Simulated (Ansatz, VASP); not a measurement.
## Two plane-wave programs on BN

```
B N
1.0
     0.00000    1.74583    1.74583
     1.74583    0.00000    1.74583
     1.74583    1.74583    0.00000
B N
1 1
Direct
  0.00000 0.00000 0.00000
  0.50000 0.50000 0.50000
```

The cell was built by a generator and needn't be a form met in nature.

Alike in both runs: task single point; functional PBE; k mesh 8 × 8 × 8; no spin polarisation.

```csv
,VASP,Ansatz
version,VASP 6.6.1,Ansatz 0.2.0
potentials or method,"VASP PAW PBE potentials, release 64 (B, N)","plane waves, PAW"
plane-wave cutoff (eV),520,420
occupations,"gaussian, width 0.01 eV",fixed
valence electrons in the cell,8,8
```

Ansatz gave:

| Item | Value |
| --- | --- |
| gap on the k mesh at the Fermi level (eV) | 1.34 |
| pressure (GPa) | 3.9 |

Problem. Which values does VASP return?

Solution. gap on the k mesh at the Fermi level (eV): 1.33; pressure (GPa): 3.8.

A k mesh can miss the band edges.
